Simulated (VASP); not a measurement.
A run of VASP 6.6.1 is set up as follows.

The input INCAR:

```
ALGO = Normal
EDIFF = 1E-6
ENCUT = 520
GGA = CA
ISIF = 2
ISMEAR = 1
LASPH = T
LCHARG = T
LELF = T
LREAL = F
LVHAR = T
LWAVE = F
NBANDS = 10
NELM = 80
PREC = Accurate
SIGMA = 0.026
```

File KPOINTS:

```
k-points
0
Gamma
  4 4 4
```

Contents of POSCAR:

```
Rb
1.0
    0.0000000000      3.6398846700      3.6398846700
    3.6398846700      0.0000000000      3.6398846700
    3.6398846700      3.6398846700      0.0000000000
Rb
1
Direct
    0.0000000000      0.0000000000      0.0000000000
```

Potentials or basis: VASP PAW LDA potentials, release 64 (Rb_sv).

Run with:

```console
$ cat potpaw_LDA.64/Rb_sv/POTCAR > POTCAR
$ mpirun -np 1 vasp_std > vasp.out
```

Problem. Estimate the band gap on the k mesh.

Solution. None (metal or under the smearing width).

Problem. What does it give for the pressure?

Solution. -0.5 GPa.

Caveat: the k mesh is coarse (spacing up to 0.37 Å⁻¹), so the values aren't converged.
